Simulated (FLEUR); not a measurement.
# TaC: equation of state with PBEsol

The system is TaC.

```xyz
2
Lattice="0.0000 2.2230 2.2230 2.2230 0.0000 2.2230 2.2230 2.2230 0.0000" Properties=species:S:1:pos:R:3 pbc="T T T"
Ta    0.0000    0.0000    0.0000
C     2.2230    2.2230    2.2230
```

| Property | Result |
| --- | --- |
| Program | FLEUR MaX-R8.1 (later development tree) |
| Task | equation of state |
| Functional | PBEsol |
| Potentials or basis | all-electron |
| Basis | FLAPW |
| Kmax | 5 1/bohr |
| k mesh | 10 × 10 × 10 |
| Occupations | fermi-dirac, width 0.05 eV |
| Spin | no spin polarisation |

The equilibrium volume is 10.93 Å³/atom and the bulk modulus is 341 GPa. The pressure derivative of the bulk modulus is 4.2.

Energy against volume, from the lowest point:
```csv
volume (Å³/atom),energy (meV/atom)
10.326,39.22
10.546,15.20
10.766,2.51
10.985,0.00
11.205,6.66
11.425,21.65
11.645,44.05
```

Spin-orbit coupling is left out, which matters for the levels of Ta.
